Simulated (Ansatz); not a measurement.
Crystal: PbSe (Clausthalite).

```
Pb Se
1.0
     0.00000    3.06065    3.06065
     3.06065    0.00000    3.06065
     3.06065    3.06065    0.00000
Pb Se
1 1
Direct
  0.00000 0.00000 0.00000
  0.50000 0.50000 0.50000
```

| Quantity | Value |
| --- | --- |
| Program | Ansatz 0.2.0 |
| Task | relaxation of cell and atoms |
| Functional | B3LYP |
| Potentials or basis | Ansatz PAW |
| Cutoff | 420 eV (not typed: the program's choice for these potentials) |
| k mesh | 4 × 4 × 4 |
| Occupations | fermi-dirac, width 0.05 eV |
| Spin | no spin polarisation |

At the start: volume 28.67 Å³/atom.

Question: How do energy, volume and symmetry change on relaxing?

Answer: It ends after 5 steps and the volume is 31.16 Å³/atom (+8.7 %); space group Fm-3m (No. 225, to 0.05 Å).

Step by step:
| step | energy change (eV) | largest force (eV/Å) | volume (Å³) |
| --- | --- | --- | --- |
| 1 | 0.0000 | 0.0000 | 57.34 |
| 2 | -0.0498 | 0.0000 | 64.99 |
| 3 | -0.0643 | 0.0000 | 62.70 |
| 4 | -0.0646 | 0.0000 | 62.32 |
| 5 | -0.0653 | 0.0000 | 62.32 |

Final structure:
```cif
data_structure
_symmetry_space_group_name_H-M 'P 1'
_symmetry_Int_Tables_number 1
_cell_length_a 4.4501
_cell_length_b 4.4501
_cell_length_c 4.4501
_cell_angle_alpha 60.000
_cell_angle_beta 60.000
_cell_angle_gamma 60.000
_cell_volume 62.32
loop_
_atom_site_label
_atom_site_type_symbol
_atom_site_fract_x
_atom_site_fract_y
_atom_site_fract_z
_atom_site_occupancy
Pb1 Pb 0.00000 0.00000 0.00000 1
Se1 Se 0.50000 0.50000 0.50000 1
```

Caveat: the k mesh is coarse (spacing up to 0.44 Å⁻¹), so the values aren't converged, least of all with exact exchange; the plane-wave basis is chosen anew once the cell has moved, so the energies of steps on either side of that aren't comparable; the PAW data sets come from PBE, with cores solved anew for the run's functional, which leaves a small shift of forces and pressure.
